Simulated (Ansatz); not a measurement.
Space group P4/mmm (No. 123). a = 2.729 Å, b = 2.729 Å, c = 3.765 Å, α = 90.00°, β = 90.00°, γ = 90.00°
```csv
atom,site,symmetry,x,y,z
Fe,1d,4/mmm,0.5000,0.5000,0.5000
Pt,1a,4/mmm,0.0000,0.0000,0.0000
```

Equation of state of this FePt structure (not necessarily the ground state), with shape and atoms relaxed at each volume where symmetry leaves them free. It has no gap at any of these volumes. All numbers below come from DFT PBE, scalar-relativistic, plane waves, PAW (Ansatz 0.2.0).

Plane waves to 420 eV, a k mesh through Γ of 20×20×14 on the computed 2-atom cell and Gaussian smearing (0.10 eV); collinear spin from starting moments 3.2 0.4 μB.

| V (Å³/atom) | E − E(largest V) (meV/atom) | P (GPa) |
| --- | --- | --- |
| 12.339 | 92.16 | 35.66 |
| 12.760 | 13.85 | 24.27 |
| 13.180 | -36.98 | 14.66 |
| 13.601 | -64.54 | 6.64 |
| 14.022 | -72.80 | 0.00 |
| 14.442 | -65.12 | -5.52 |
| 14.863 | -44.33 | -10.08 |
| 15.424 | 0.00 | -15.08 |

**Question.** Fit a third-order Birch–Murnaghan equation, E = E0 + (9V0B0/16)·[(x − 1)³B0' + (x − 1)²(6 − 4x)] with x = (V0/V)^(2/3), to E(V).

**Answer.** V0 = 14.02 Å³/atom, B0 = 202 GPa, B0' = 5.2.

Spin-orbit coupling is left out, which matters for the bands of heavy elements.

The cell was reached from a generator's guess, though it ends in a space group that the Crystallography Open Database lists for this formula.
